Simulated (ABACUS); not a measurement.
Crystal: CaO.

```
CELL_PARAMETERS angstrom
0.00000 2.40356 2.40356
2.40356 0.00000 2.40356
2.40356 2.40356 0.00000
ATOMIC_POSITIONS crystal
Ca 0.00000 0.00000 0.00000
O 0.50000 0.50000 0.50000
```

The cell is a database's computed one.

```yaml
Program: ABACUS 3.10.1
Task: relaxation of cell and atoms
Functional: LDA
Potentials_or_basis: PseudoDojo NC SR 0.4.1 LDA standard
Cutoff: 1143 eV
Density_cutoff: 4572 eV
Basis: plane waves
k_mesh: 8 × 8 × 8
Occupations: fermi-dirac, width 0.05 eV
Spin: no spin polarisation
```

At the start: pressure -7.2 GPa; volume 13.89 Å³/atom.

How do energy, volume and symmetry change on relaxing?

Over 4 steps the energy falls by 20.5 meV/atom and the volume is 13.02 Å³/atom (-6.2 %); space group Fm-3m (No. 225, to 0.05 Å).

Step by step:
```
step  energy change (eV)  largest force (eV/Å)  pressure (GPa)  volume (Å³)
   1              0.0000                0.0000           -7.23        27.77
   2             -0.0306                0.0000            4.32        25.24
   3             -0.0411                0.0000           -0.04        26.05
   4             -0.0411                0.0000            0.01        26.04
```

Final structure:
```xyz
2
Lattice="0.0000 2.3525 2.3525 2.3525 0.0000 2.3525 2.3525 2.3525 0.0000" Properties=species:S:1:pos:R:3 pbc="T T T"
Ca    0.0000    0.0000    0.0000
O     2.3525    2.3525    2.3525
```
